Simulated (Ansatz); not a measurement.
# V (P6_3/mmc) in Ansatz: settings compared, part 2 of 2

Ansatz 0.2.0. The steps go on from the part before.

## 3. Band structure, LDA, collinear spin, ferromagnetic start

input.yaml reads:

```yaml
crystal:
  lattice:
    - [2.6042941027, 0.0, 0.0]
    - [-1.3021470513, 2.2553848518, 0.0]
    - [0.0, 0.0, 4.723336]
  atoms:
    - { symbol: V, position: [0.3333333333, 0.6666666667, 0.25], spin: 2.0 }
    - { symbol: V, position: [0.6666666667, 0.3333333333, 0.75], spin: 2.0 }
kpoints:
  mp_grid: { grid: [12, 12, 6] }
  band_path:
    path:
      - [0.0, 0.0, 0.0]
      - [0.5, 0.0, 0.0]
      - [0.3333333333, 0.3333333333, 0.0]
      - [0.0, 0.0, 0.0]
      - [0.0, 0.0, 0.5]
      - [0.5, 0.0, 0.5]
      - [0.3333333333, 0.3333333333, 0.5]
      - [0.0, 0.0, 0.5]
    npoints: 12
scf:
  occupations: { method: fermi_dirac, width: 0.05 }
hamiltonian:
  xc: lda
  pseudopotentials: { kind: all_electron, lapw: { basis_error: 0.001 } }
magnetization:
  spin_polarized: true
output:
  forces: true
  stress: true
  eigenvalues: true
```

Potentials or basis: all-electron LAPW, scalar-relativistic.

The run is started by

```bash
$ ansatz run input.yaml --threads 2 --pin off --max-ram 6144MiB --backend cpu --events-out ev --progress --plain --runs-dir out
```

The log of the run:

```text
Warning: RAYON_NUM_THREADS=2 ignored (pool sized by the plan → 2); use --threads N
LAPW: plane waves up to 8.282 Å⁻¹, error target 1.0e-3 eV per atom; small_component_spin mean_spin; V in spheres of 1.302 Å, 13 of its electrons in bands, Dirac shells [] (how accurate: hamiltonian.pseudopotentials.lapw.basis_error, Limitations)
Engine: ansatz 0.2.0, x86_64-unknown-linux-gnu
Pseudopotentials: kind: all_electron
Pseudopotential: V, LAPW, valence charge 13, lapw/all_electron/scalar/gaussian/V, Koelling and Harmon's equation, gaussian nucleus
Functional definition: SPW92
  exchange = slater_x
  correlation = pw_c
Crystal: 2 atoms, lattice volume = 27.743 Å³
Basis set: ecut = 261.3526408445782 eV, 259 PW (Γ), exchange–correlation at level 2
Bands: 19, of which v1, the nominal top of the filled ones, is band 13 counted from 1 (12 counted from 0)
Symmetry: 24 space group operations
Space group: P63/mmc (ITA 194), of the structure as read, at distance tolerance 3.0e-5 Å
Magnetic group: BNS 194.263 (UNI 1493), of the structure as read, at distance tolerance 3.0e-5 Å
k-points: 76 of 864
Non-local potential: V, projectors of the file, none
Initial density: superposition of atomic densities (chi_scale 0.1, normalization cell)
Starting moments: Σ|m| = 4 μB on 2 of 2 sites
Initial wavefunctions: plane waves of lowest kinetic energy (no species holds an atomic orbital)
Functional: x = slater, c = lda
iter 1 solved again at ethr=4.60e-4 eV; its pass at ethr=1.00e-1 eV (dr2=1.20e-1 eV) is discarded
SCF iter   1: F=—  HF=-51560.250652 eV  |F-HF|=—  |Δ(HF+E_count)|=         —  Δρ=6.89e-2 (↑6.89e-2 ↓5.94e-2)  dr2=1.20e-1  dr2_m=1.01e0  M=0.914 μB ∫|m|=0.914 μB  β_m=0.30  ethr=4.60e-4  ⟨swp⟩=2.8  Hψ=19727  notcnv=0
Mixer restart at iter 1: flushing history
preconditioner: auto → none  [metal: Δε(μ)=0.006 eV  Ē_g=4.022 eV  σ=0.050 eV  W_gap=0.03  n_scr=4 (ndim 8)  ℏωp=22.3 eV  f_vac=0.000  D(μ)=4.04/eV (n_scr^D=66)  sad-step TF]
SCF iter   2: F=—  HF=-51559.968270 eV  |F-HF|=—  |Δ(HF+E_count)|=   2.82e-1  Δρ=4.92e-2 (↑4.92e-2 ↓4.52e-2)  dr2=4.93e-2  dr2_m=5.52e-1  M=0.780 μB ∫|m|=0.780 μB  β_m=0.65  ethr=4.60e-4  ⟨swp⟩=2.6  Hψ=9452  notcnv=0
SCF iter   3: F=—  HF=-51560.033293 eV  |F-HF|=—  |Δ(HF+E_count)|=   6.50e-2  Δρ=1.76e-2 (↑1.76e-2 ↓1.07e-2)  dr2=6.93e-2  dr2_m=3.04e-2  M=0.151 μB ∫|m|=0.151 μB  β_m=0.55  ethr=1.90e-4  ⟨swp⟩=3.0  Hψ=10069  notcnv=0
[... 11 lines left out ...]
NSCF: frozen V_eff on 85 k-points
SCF converged after 10 iterations
Magnetization: 0.0000 μB (13.0000 up, 13.0000 down)
Absolute magnetization: 0.0000 μB (∫|ρ↑−ρ↓|)
Spin contamination: 0.0000 ħ² per cell (⟨S²⟩ above its minimum at these occupations)
Per-site moments (μB) at R_I (Å): [(5.391322410730481e-7, 1.302147031927955), (5.391322410730481e-7, 1.302147031927955)]
Free energy (F): -51559.844810 eV
Harris-Foulkes:  -51559.844810 eV  (|F-HF|=3.64e-11)
Internal energy: -51559.819638 eV  (E = F + TS)
E sigma→0 (E₀):  -51559.832224 eV
Entropy (-TS):   -0.025172 eV (-12.586 meV/atom)
Fermi energy:    16.492933 eV
--- Per-component energies (eV) ---
  E_band       = -291.074541
  E_kinetic    = 52074.581600
  E_xc         = -2366.108485
  E_electrostatic = -101268.292753  (all electrons and nuclei)
  E_smearing   = -0.025172  (= −TS)
  E_closure    = 0.000000  (closes the sum)
  E_atoms      = -51541.581407  (free atoms, spherical and without spin; not in F)
  Σ components = -51559.844810   (vs F -51559.844810, Δ=0.00e0)
  Basis errors (estimates in eV, not in F): energy 2.5e-4 per atom: plane waves 2.1e-4 (1.1e-4 summed), levels above the bands 9.4e-24, relativity 5.0e-9, radial functions 4.1e-5, core shells 1.0e-7; eigenvalues (radial functions only) 9.5e-7; not estimated: angular momenta, meshes, grids; target (lapw.basis_error) 1.0e-3; muffin-tin radii V 1.302 Å
--- Forces (eV/Å), atoms counted from 1 ---
  atom   1  V      0.00000000    -0.00000000     0.00000000
  atom   2  V     -0.00000000     0.00000000    -0.00000000
  max |Σ_I F_I| component: 0.00e0 eV/Å
--- Stress (GPa, compression-positive) ---
      -13.472991      -0.000000      -0.000000
       -0.000000     -13.472991       0.000000
       -0.000000       0.000000     -11.683942
  P = ⅓ Tr σ = -12.8766 GPa (-128.766 kbar)
--- Band table (eV; the first three rows and the last of 152) ---
  k-point 0 ↑: bands = ["-46.8812", "-46.7692", "-21.3186", "-20.6648", "-20.5209", "-20.5209", "-20.4621", "-20.4621", "9.7090", "13.0727", "15.9086", "16.3647", "16.8114", "16.8114", "17.1246", "17.1246", "18.2897", "18.2897", "19.3440"]
  k-point 1 ↑: bands = ["-46.8738", "-46.7768", "-21.2761", "-20.7100", "-20.5170", "-20.5170", "-20.4660", "-20.4660", "9.9313", "12.9303", "15.8331", "16.0265", "16.7963", "16.7963", "17.0743", "17.0743", "18.4014", "18.4014", "19.3099"]
  k-point 2 ↑: bands = ["-46.8534", "-46.7974", "-21.1590", "-20.8323", "-20.5063", "-20.5063", "-20.4768", "-20.4768", "10.5612", "12.3844", "15.5645", "15.6497", "16.7913", "16.7913", "16.9580", "16.9580", "18.6679", "18.6679", "19.1888"]
  k-point 75 ↓: bands = ["-46.6343", "-46.6343", "-21.1790", "-21.1790", "-21.1007", "-21.1007", "-20.7572", "-20.7572", "14.9016", "14.9016", "14.9081", "14.9081", "15.9353", "15.9353", "17.4271", "17.4271", "19.3901", "19.3901", "24.5993"]
```

Wall time 72 s (2 threads of Intel Xeon at 2.50GHz (Skylake/Cascade Lake), shared host); peak memory 0.49 GiB.

What came out:

```
Free energy             : -51559.8448 eV
Pressure                : -12.9 GPa
Band gap along the path : none (metal or under the smearing width)
Net moment              : 0.00 μB per cell
Absolute moment         : 0.00 μB per cell
```

Levels at the corners of the path, in eV from the Fermi level:
Spin up:
| point | band 11 | band 12 | band 13 | band 14 | band 15 | band 16 |
| --- | --- | --- | --- | --- | --- | --- |
| Γ | -0.58 | -0.13 | 0.32 | 0.32 | 0.63 | 0.63 |
| M | -2.71 | -0.38 | -0.12 | 0.31 | 0.58 | 2.93 |
| K | -1.45 | -1.42 | -0.44 | -0.44 | 0.65 | 2.19 |
| Γ | -0.58 | -0.13 | 0.32 | 0.32 | 0.63 | 0.63 |
| A | -1.01 | -1.01 | 0.35 | 0.35 | 0.35 | 0.35 |
| L | -1.80 | -1.80 | 1.62 | 1.62 | 1.67 | 1.67 |
| H | -1.58 | -1.58 | -0.56 | -0.56 | 0.93 | 0.93 |
| A | -1.01 | -1.01 | 0.35 | 0.35 | 0.35 | 0.35 |
Spin down:
| point | band 10 | band 11 | band 12 | band 13 | band 14 | band 15 | band 16 | band 17 |
| --- | --- | --- | --- | --- | --- | --- | --- | --- |
| Γ | -3.42 | -0.58 | -0.13 | 0.32 | 0.32 | 0.63 | 0.63 | 1.80 |
| M | -2.84 | -2.71 | -0.38 | -0.12 | 0.31 | 0.58 | 2.93 | 3.53 |
| K | -1.45 | -1.45 | -1.42 | -0.44 | -0.44 | 0.65 | 2.19 | 2.40 |
| Γ | -3.42 | -0.58 | -0.13 | 0.32 | 0.32 | 0.63 | 0.63 | 1.80 |
| A | -5.02 | -1.01 | -1.01 | 0.35 | 0.35 | 0.35 | 0.35 | 2.47 |
| L | -3.25 | -1.80 | -1.80 | 1.62 | 1.62 | 1.67 | 1.67 | 3.59 |
| H | -1.59 | -1.58 | -1.58 | -0.56 | -0.56 | 0.93 | 0.93 | 2.90 |
| A | -5.02 | -1.01 | -1.01 | 0.35 | 0.35 | 0.35 | 0.35 | 2.47 |

Caveat: the starting moments weren't kept.

## 4. Band structure, PBEsol, collinear spin, ferromagnetic start

Changes to input.yaml since step 3:

```diff
@@ -24,3 +24,3 @@
 hamiltonian:
-  xc: lda
+  xc: pbesol
   pseudopotentials: { kind: all_electron, lapw: { basis_error: 0.001 } }
```

The run is started by

```bash
$ ansatz run input.yaml --threads 2 --pin off --max-ram 6144MiB --backend cpu --events-out ev --progress --plain --runs-dir out
```

Run time: 76 s. Hardware: 2 threads of Intel Xeon at 2.50GHz (Skylake/Cascade Lake), shared host; peak memory 0.51 GiB.

The run converged. Its results:

- Free energy: -51609.4109 eV
- Pressure: -7.2 GPa
- Band gap along the path: none (metal or under the smearing width)
- Net moment: 0.00 μB per cell
- Absolute moment: 0.00 μB per cell

Stress tensor (GPa, compression positive):
```
-7.19  0.00  0.00
 0.00 -7.19  0.00
 0.00  0.00 -7.33
```

Levels at the corners of the path, in eV from the Fermi level:
Spin up:
```csv
point,band 11,band 12,band 13,band 14,band 15,band 16
Γ,-0.57,-0.24,0.34,0.34,0.65,0.65
M,-2.72,-0.37,-0.18,0.31,0.61,2.96
K,-1.47,-1.46,-0.43,-0.43,0.65,2.22
Γ,-0.57,-0.24,0.34,0.34,0.65,0.65
A,-1.02,-1.02,0.37,0.37,0.37,0.37
L,-1.80,-1.80,1.63,1.63,1.65,1.65
H,-1.58,-1.58,-0.58,-0.58,0.95,0.95
A,-1.02,-1.02,0.37,0.37,0.37,0.37
```
Spin down:
```csv
point,band 10,band 11,band 12,band 13,band 14,band 15,band 16,band 17
Γ,-3.45,-0.57,-0.24,0.34,0.34,0.65,0.65,1.83
M,-2.86,-2.72,-0.37,-0.18,0.31,0.61,2.96,3.54
K,-1.47,-1.47,-1.46,-0.43,-0.43,0.65,2.22,2.41
Γ,-3.45,-0.57,-0.24,0.34,0.34,0.65,0.65,1.83
A,-5.10,-1.02,-1.02,0.37,0.37,0.37,0.37,2.51
L,-3.26,-1.80,-1.80,1.63,1.63,1.65,1.65,3.60
H,-1.61,-1.58,-1.58,-0.58,-0.58,0.95,0.95,2.91
A,-5.10,-1.02,-1.02,0.37,0.37,0.37,0.37,2.51
```

Caveat: the starting moments weren't kept.

## 5. Overview

| level | cutoff (eV) | pressure (GPa) | moment (μB) |
| --- | --- | --- | --- |
| PBE | 262 | -0.6 | 0.00 |
| LDA | 261 | -12.9 | 0.00 |
| PBEsol | 262 | -7.2 | 0.00 |

Alike in all rows: task band structure; potentials or basis all-electron LAPW, scalar-relativistic; spin collinear, ferromagnetic start; cell as given; k mesh 12 × 12 × 6; smearing fermi-dirac 0.05 eV; basis error allowed 0.001 eV/atom.

The pressure there spans -12.9 GPa (LDA) to -0.6 GPa (PBE); a positive pressure means that this level wants a larger cell, a negative one a smaller.

Caveats: the starting moments weren't kept.

Compare energies only between runs with the same functional and basis.
